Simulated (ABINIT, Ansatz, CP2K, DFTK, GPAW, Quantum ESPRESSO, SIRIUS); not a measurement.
# KTaO3: equilibrium volume by level of theory

```
Ta K O
1.0
     3.98830    0.00000    0.00000
     0.00000    3.98830    0.00000
     0.00000    0.00000    3.98830
Ta K O
1 1 3
Direct
  0.00000 0.00000 0.00000
  0.50000 0.50000 0.50000
  0.00000 0.00000 0.50000
  0.00000 0.50000 0.00000
  0.50000 0.00000 0.00000
```

| rung | level | program and potentials | cutoff (eV) | k mesh | smearing | task | core time | chip | equilibrium volume (Å³/atom) | miss | notes |
| --- | --- | --- | --- | --- | --- | --- | --- | --- | --- | --- | --- |
| GGA | PBE | Ansatz, Ansatz PAW (earlier soft set) | 420 | 7 × 7 × 7 | fermi-dirac 0.05 | equation of state | 10 s | Intel Xeon | 13.02 | +2.6 % | - |
| GGA + dispersion | BLYP+D3(BJ) | GPAW, PAW data sets generated for this functional | 800 | 6 × 6 × 6 | fermi-dirac 0.05 | equation of state | 2.3 min | Intel Xeon 6975P-C Granite Rapids | 12.81 | +0.9 % | - |
| LDA | LDA | ABINIT, JTH PAW LDA v2.0 | 626 | 5 × 5 × 5 | fermi-dirac 0.05 | relaxation of cell and atoms | 2.4 min | Arm Neoverse V1 | 12.33 | -2.8 % | - |
| GGA + dispersion | PBE+D4 | GPAW, GPAW PAW data sets (gpaw-data 1.2.1) | 800 | 6 × 6 × 6 | fermi-dirac 0.05 | equation of state | 3 min | Intel Xeon 6975P-C Granite Rapids | 12.96 | +2.1 % | - |
| non-local van der Waals functional | BEEF-vdW | GPAW, GPAW PAW data sets (gpaw-data 1.2.1) | 800 | 6 × 6 × 6 | fermi-dirac 0.05 | equation of state | 3 min | Intel Xeon 6975P-C Granite Rapids | 13.23 | +4.3 % | potentials made for PBE |
| GGA | PBEsol | GPAW, PAW data sets generated for this functional | 800 | 7 × 7 × 7 | fermi-dirac 0.05 | equation of state | 5.1 min | Arm Neoverse V2 | 12.69 | +0.0 % | - |
| GGA | PBE | Ansatz, all-electron LAPW, scalar-relativistic | - | 7 × 7 × 7 | fermi-dirac 0.05 | equation of state | 5.1 min | Intel Xeon | 13.04 | +2.8 % | - |
| GGA + dispersion | PBEsol+D3(BJ) | GPAW, PAW data sets generated for this functional | 800 | 6 × 6 × 6 | fermi-dirac 0.05 | equation of state | 5.3 min | Arm Neoverse V1 | 12.51 | -1.4 % | - |
| non-local van der Waals functional | vdW-DF-cx | GPAW, GPAW PAW data sets (gpaw-data 1.2.1) | 800 | 6 × 6 × 6 | fermi-dirac 0.05 | equation of state | 5.4 min | Arm Neoverse V1 | 12.83 | +1.1 % | potentials made for PBE |
| GGA | PBEsol | Quantum ESPRESSO, GBRV 1.5 PBEsol | 762 | 7 × 7 × 7 | fermi-dirac 0.05 | equation of state | 6.3 min | Intel Xeon 6975P-C Granite Rapids | 12.69 | +0.0 % | - |
| GGA | PBEsol | Ansatz, all-electron LAPW, scalar-relativistic | - | 7 × 7 × 7 | fermi-dirac 0.05 | equation of state | 6.7 min | Intel Xeon Platinum 8375C Ice Lake | 12.66 | -0.2 % | - |
| LDA | LDA | Quantum ESPRESSO, GBRV 1.5 LDA | 762 | 7 × 7 × 7 | fermi-dirac 0.05 | equation of state | 6.8 min | Arm Neoverse V2 | (a) | ? | - |
| GGA | PBE | Quantum ESPRESSO, SSSP 1.3 efficiency PBE | 816 | 7 × 7 × 7 | fermi-dirac 0.05 | equation of state | 9.4 min | Intel Xeon | 13.04 | +2.8 % | - |
| GGA | PBEsol | SIRIUS, PseudoDojo 0.4.1 PBEsol standard (scalar relativistic) | 1152 | 7 × 7 × 7 | fermi-dirac 0.05 | equation of state | 11 min | Intel Xeon Platinum 8375C Ice Lake | (b) | ? | - |
| GGA | PBE | DFTK, PseudoDojo SR PBE 0.4.1 standard (PBE) | 1143 | 7 × 7 × 7 | fermi-dirac 0.05 | equation of state | 19 min | Intel Xeon Platinum 8488C Sapphire Rapids | (c) | ? | - |
| GGA | PBEsol | CP2K, POTENTIAL_UZH Ta GTH-PBE-q13, K GTH-PBE-q9, O GTH-PBE-q6; TZVP-MOLOPT-PBE-GTH basis | - | 7 × 7 × 7 | fermi-dirac 0.05 | equation of state | 19 min | Intel Xeon Platinum 8488C Sapphire Rapids | 12.52 | -1.3 % | atomic basis; potentials made for PBE |

Times are single runs on shared hosts and different chips, so they are rough; meshes, cutoffs and the tasks' sizes weigh on the time. All rows: no spin polarisation. Smearing widths are in eV. Meshes differ between rows, which moves values too. Meshes are those of the run's cell of 5 atoms unless a note names another. Relaxations start from the cell shown or near it and stop with a little pressure left. Misses use the values as printed. Runs on faulty files, with rough fits or with known faults for this quantity aren't shown. No row holds spin-orbit coupling.

Measured: 12.69 Å³/atom (arxiv:2208.05712). The runs are for a static lattice.

Estimate the values left out from the other rows.

(a) 12.39 Å³/atom, miss -2.4 %; (b) 12.58 Å³/atom, miss -0.9 %; (c) 12.97 Å³/atom, miss +2.2 %.
